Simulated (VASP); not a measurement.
# Ti (P6_3/mmc) in VASP: notebook, part 2 of 2

VASP 6.6.1. Earlier steps stand in the parts before.

**3. Relaxation of cell and atoms, PBE**

This run uses another cell than the first one, of 17.34 Å³/atom, 0.983 times its volume.

Input file INCAR:

```
PREC = Accurate ; ENCUT = 520
EDIFF = 1E-7 ; ISMEAR = 0
SIGMA = 0.1 ; LREAL = F
LASPH = T ; NELM = 120
ALGO = Normal ; ISIF = 3
LWAVE = F ; LCHARG = F
GGA = PE ; IBRION = 2
NSW = 60 ; EDIFFG = -0.005
POTIM = 0.3
```

Input file KPOINTS:

```
regular mesh
0
Gamma
  17 17 9
```

Input file POSCAR:

```
Ti                                      
1.0
    2.9369036902     -0.0000000000      0.0000000000
   -1.4684518451      2.5434332030      0.0000000000
    0.0000000000      0.0000000000      4.6433394456
  Ti            
     2
Direct
     0.3333333300000021    0.6666666699999979    0.2500000000000000
     0.6666666699999979    0.3333333300000021    0.7500000000000000
```

Potentials or basis: VASP PAW PBE potentials, release 64 (Ti_sv).

Started as:

```bash
$ cat potpaw_PBE.64/Ti_sv/POTCAR > POTCAR
$ mpirun -np 1 vasp_std > vasp.out
```

OUTCAR:

```text
PREC = Accurate
   ENCUT = 520
   EDIFF = 1E-7
   ISMEAR = 0
   LREAL = F
   LASPH = T
   NELM = 120
   ISIF = 3
   GGA = PE
   IBRION = 2
   NSW = 60
   EDIFFG = -0.005
   POTIM = 0.3

 ion  position               nearest neighbor table
   1  0.333  0.667  0.250-   2 2.87   2 2.87   2 2.87   2 2.87   2 2.87   2 2.87
   2  0.667  0.333  0.750-   1 2.87   1 2.87   1 2.87   1 2.87   1 2.87   1 2.87

  LATTYP: Found a hexagonal cell.
 ALAT       =     2.9369036902
 C/A-ratio  =     1.5810322487

  Lattice vectors:

 A1 = (   2.9369036902,   0.0000000000,   0.0000000000)
 A2 = (  -1.4684518451,   2.5434332030,   0.0000000000)
 A3 = (   0.0000000000,   0.0000000000,   4.6433394456)

Analysis of symmetry for initial positions (statically):
=====================================================================
 Subroutine PRICEL returns:
 Original cell was already a primitive cell.

 Routine SETGRP: Setting up the symmetry group for a
 hexagonal supercell.

 Subroutine GETGRP returns: Found 24 space group operations
 (whereof 12 operations were pure point group operations)
 out of a pool of 24 trial point group operations.

The static configuration has the point symmetry D_3d.
 The point group associated with its full space group is D_6h.

Analysis of symmetry for dynamics (positions and initial velocities):
=====================================================================
 Subroutine PRICEL returns:
 Original cell was already a primitive cell.

 Routine SETGRP: Setting up the symmetry group for a
 hexagonal supercell.

 Subroutine GETGRP returns: Found 24 space group operations
 (whereof 12 operations were pure point group operations)
 out of a pool of 24 trial point group operations.

The dynamic configuration has the point symmetry D_3d.
 The point group associated with its full space group is D_6h.

 Subroutine INISYM returns: Found 24 space group operations
 (whereof 12 operations are pure point group operations),
 and found     1 'primitive' translations

----------------------------------------------------------------------------------------

                                     Primitive cell

  volume of cell :      34.6849

  direct lattice vectors                    reciprocal lattice vectors
     2.936903690  0.000000000  0.000000000     0.340494652  0.196584679  0.000000000
    -1.468451845  2.543433203  0.000000000     0.000000000  0.393169358  0.000000000
     0.000000000  0.000000000  4.643339446     0.000000000  0.000000000  0.215362243

  length of vectors
     2.936903690  2.936903689  4.643339446     0.393169358  0.393169358  0.215362243

  position of ions in fractional coordinates (direct lattice)
     0.333333330  0.666666670  0.250000000
     0.666666670  0.333333330  0.750000000

  ion indices of the primitive-cell ions
   primitive index   ion index
                 1           1
                 2           2

----------------------------------------------------------------------------------------

 KPOINTS: regular mesh

Automatic generation of k-mesh.
 Grid dimensions read from file:
 generate k-points for:   17   17    9

 Generating k-lattice:

  Cartesian coordinates                     Fractional coordinates (reciprocal lattice)
     0.020029097  0.011563805  0.000000000     0.058823529  0.000000000  0.000000000
     0.000000000  0.023127609  0.000000000     0.000000000  0.058823529  0.000000000
     0.000000000  0.000000000  0.023929138     0.000000000  0.000000000  0.111111111

  Length of vectors
     0.023127609  0.023127609  0.023929138

  Shift w.r.t. Gamma in fractional coordinates (k-lattice)
     0.000000000  0.000000000  0.000000000

 Subroutine IBZKPT returns following result:
 ===========================================

 Found    165 irreducible k-points:

 Following reciprocal coordinates:
            Coordinates               Weight
  0.000000  0.000000  0.000000      1.000000
  0.058824  0.000000  0.000000      6.000000
  0.117647  0.000000  0.000000      6.000000
  0.176471  0.000000  0.000000      6.000000
  0.235294  0.000000  0.000000      6.000000
  0.294118  0.000000  0.000000      6.000000
[... 16 lines left out ...]
  0.411765  0.117647  0.000000     12.000000
  0.176471  0.176471  0.000000      6.000000
 [... further k-points ...]
   k-points           NKPTS =    165   k-points in BZ     NKDIM =    165   number of bands    NBANDS=     16
   number of dos      NEDOS =    301   number of ions     NIONS =      2
   total plane-waves  NPLWV =  20736
   dimension x,y,z NGX =    24 NGY =   24 NGZ =   36
   dimension x,y,z NGXF=    48 NGYF=   48 NGZF=   72
   ions per type =               2
   NGX,Y,Z   is equivalent  to a cutoff of  13.59, 13.59, 12.89 a.u.
   NGXF,Y,Z  is equivalent  to a cutoff of  27.17, 27.17, 25.78 a.u.
 SYSTEM =  unknown system
   PREC   = accura    normal or accurate (medium, high low for compatibility)
   ISTART =      0    job   : 0-new  1-cont  2-samecut
   ICHARG =      2    charge: 1-file 2-atom 10-const
   ISPIN  =      1    spin polarized calculation?
   LNONCOLLINEAR =      F non collinear calculations
   LSORBIT =      F    spin-orbit coupling
   LASPH  =      T    aspherical Exc in radial PAW
   ENCUT  =  520.0 eV  38.22 Ry    6.18 a.u.   5.46  5.46  8.63*2*pi/ulx,y,z
   NELM   =    120;   NELMIN=  2; NELMDL= -5     # of ELM steps
   EDIFF  = 0.1E-06   stopping-criterion for ELM
   LREAL  =      F    real-space projection
   EDIFFG = -.5E-02   stopping-criterion for IOM
   NSW    =     60    number of steps for IOM
   IBRION =      2    ionic relax: 0-MD 1-quasi-New 2-CG
   NFREE  =      1    steps in history (QN), initial steepest desc. (CG)
   ISIF   =      3    stress and relaxation
   ISYM   =      2    0-nonsym 1-usesym 2-fastsym
   POTIM  = 0.3000    time-step for ionic-motion
   TEBEG  =    0.0;   TEEND  =   0.0 temperature during run
   PSTRESS=    0.0 pullay stress
   NELECT =      24.0000    total number of electrons
   NUPDOWN=      -1.0000    fix difference up-down
   EMIN   =  10.00;   EMAX   =-10.00  energy-range for DOS
   EFERMI =   0.00;   METHOD = LEGACY
   ISMEAR =     0;   SIGMA  =   0.10  broadening in eV -4-tet -1-fermi 0-gaus
   EFERMI_NEDOS =   21; number of points for ismear=-14 and -15
   IALGO  =     38    algorithm
   IMIX   =      4    mixing-type and parameters
     AMIX     =   0.40;   BMIX     =  1.00
     AMIX_MAG =   1.60;   BMIX_MAG =  1.00
  volume/ion in A,a.u.               =      17.34       117.03
  Fermi-wavevector in a.u.,A,eV,Ry     =   1.447988  2.736301 28.526933  2.096670
  Thomas-Fermi vector in A             =   2.565881
   LORBIT       =      0    0 simple, 1 ext, 2 COOP (PROOUT), +10 PAW based schemes
   GGA     = PE    functional components
   LHFCALC =     F    Hartree Fock is set to
   AEXX    =    0.0000 exact exchange contribution
   IVDW    =     0    specifies the selected vdW correction
   LEPSILON=     F    determine dielectric tensor
   LRPA    =     F    only Hartree local field effects (RPA)
 conjugate gradient relaxation of ions
 non-spin polarized calculation
 Gauss-broadening in eV      SIGMA  =   0.10
  energy-cutoff  :      520.00
  volume of cell :       34.68
 maximum number of plane-waves:       965
 NGX is ok and might be reduce to    24
   NGX = 11   NGY = 11   NGZ = 17

 number of electron      24.0000002 magnetization

 Free energy of the ion-electron system (eV)
  ---------------------------------------------------
  ext. energy  EPLUGINS =         0.00000000
  ---------------------------------------------------
  free energy    TOTEN  =       -15.67730101 eV

  energy without entropy =      -15.66784041  energy(sigma->0) =      -15.67257071

 E-fermi :   8.3587     XC(G=0): -11.5046

 val. band max:        8.3574706110   @ k =   0.2353   0.2353   0.4444
 cond. band min:       8.3595193220   @ k =   0.0000   0.0000   0.3333
 fundamental gap:      0.0020487110
 Fermi energy:         8.3586848006

 k-point     1 :       0.0000    0.0000    0.0000
  band No.  band energies     occupation
      1     -48.5079      2.00000
      2     -48.3695      2.00000
      3     -25.0992      2.00000
      4     -24.4524      2.00000
      5     -24.4524      2.00000
      6     -24.3855      2.00000
[... 433 lines left out ...]
      3     -24.9217      2.00000
      4     -24.7074      2.00000
      5     -24.7041      2.00000
      6     -24.5340      2.00000
[... 8 lines left out ...]
     15       9.4848      0.00000
     16      10.3045      0.00000

 [... further k-points ...]

------------------------ aborting loop because EDIFF is reached ----------------------------------------

  FORCE on cell =-STRESS in cart. coord.  units (eV):
  Direction    XX          YY          ZZ          XY          YZ          ZX
  --------------------------------------------------------------------------------------
  -------------------------------------------------------------------------------------
  Total        0.0077736      0.0077736      0.0058115     -0.0000000      0.0000000      0.0000000
  in kB        0.3590816      0.3590816      0.2684474     -0.0000000      0.0000000      0.0000000
  external PRESSURE =       0.3288702 kB  Pullay stress =       0.0000000 kB

 VOLUME and BASIS-vectors are now :
 -----------------------------------------------------------------------------
  energy-cutoff  :      520.00
  volume of cell :       34.68
      direct lattice vectors                 reciprocal lattice vectors
     2.936903690  0.000000000  0.000000000     0.340494652  0.196584679  0.000000000
    -1.468451845  2.543433203  0.000000000     0.000000000  0.393169358  0.000000000
     0.000000000  0.000000000  4.643339446     0.000000000  0.000000000  0.215362243

 POSITION                                       TOTAL-FORCE (eV/Angst)
 -----------------------------------------------------------------------------------
     -0.00000      1.69562      1.16083         0.000000     -0.000000      0.000000
      1.46845      0.84781      3.48250        -0.000000      0.000000      0.000000
 -----------------------------------------------------------------------------------
    total drift:                               -0.000009      0.000005     -0.000000

  FREE ENERGIE OF THE ION-ELECTRON SYSTEM (eV)
  ---------------------------------------------------
  free  energy   TOTEN  =       -15.6773010065 eV

  energy  without entropy=      -15.6678404054  energy(sigma->0) =      -15.67257071

 reached required accuracy - stopping structural energy minimisation
```

CONTCAR:

```text
Ti
   1.00000000000000
     2.9369036901999999    0.0000000000000000    0.0000000000000000
    -1.4684518450999999    2.5434332030000002    0.0000000000000000
     0.0000000000000000    0.0000000000000000    4.6433394455999997
  Ti
     2
Direct
     0.3333333300000021    0.6666666699999979    0.2500000000000000
     0.6666666699999979    0.3333333300000021    0.7500000000000000

  0.00000000E+00  0.00000000E+00  0.00000000E+00
  0.00000000E+00  0.00000000E+00  0.00000000E+00
```

It took 57 s on 1 thread of Intel Xeon Platinum 8488C (Sapphire Rapids), shared host; peak memory 0.21 GiB.

What came out:

- Free energy: -15.6773 eV
- Pressure after relaxing: 0.0 GPa
- Band gap on the k mesh: none (metal or under the smearing width)

Final structure:
```cif
data_structure
_symmetry_space_group_name_H-M 'P 1'
_symmetry_Int_Tables_number 1
_cell_length_a 2.9369
_cell_length_b 2.9369
_cell_length_c 4.6433
_cell_angle_alpha 90.000
_cell_angle_beta 90.000
_cell_angle_gamma 120.000
_cell_volume 34.68
loop_
_atom_site_label
_atom_site_type_symbol
_atom_site_fract_x
_atom_site_fract_y
_atom_site_fract_z
_atom_site_occupancy
Ti1 Ti 0.33333 0.66667 0.25000 1
Ti2 Ti 0.66667 0.33333 0.75000 1
```

Caveat: the relaxation stopped at its first step, so nothing moved.
